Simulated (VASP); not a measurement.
A run of VASP 6.6.1:

Contents of INCAR:

```
SYSTEM = NaCl
PREC = Accurate ; ENCUT = 520
EDIFF = 1E-6 ; ISMEAR = 0
SIGMA = 0.5 ; LREAL = .False.
LASPH = .True. ; NELM = 60
ALGO = Fast ; ISIF = 2
LWAVE = .False. ; LCHARG = .False.
GGA = PS ; NBANDS = 14
```

KPOINTS

```
Automatic mesh
0
Gamma
  8 8 8
  0 0 0
```

Contents of POSCAR:

```
NaCl
1.0
    0.0000000000      2.8036200000      2.8036200000
    2.8036200000      0.0000000000      2.8036200000
    2.8036200000      2.8036200000      0.0000000000
Na Cl
1 1
Direct
    0.0000000000      0.0000000000      0.0000000000
    0.5000000000      0.5000000000      0.5000000000
```

Potentials or basis: VASP PAW PBE potentials, release 64 (Na_pv, Cl).

Command:

```console
$ cat potpaw_PBE.64/Na_pv/POTCAR potpaw_PBE.64/Cl/POTCAR > POTCAR
$ mpirun -np 1 vasp_std > vasp.out
```

Hardware: 1 thread of Intel(R) Xeon(R) Platinum 8259CL CPU @ 2.50GHz (Skylake/Cascade Lake), with other jobs on the host.

Estimate the wall time of this run.

Run time: 20 s on 1 thread of Intel(R) Xeon(R) Platinum 8259CL CPU @ 2.50GHz (Skylake/Cascade Lake) (shared host), peak memory 0.16 GiB. Counts: scf iterations 13, k points 29.
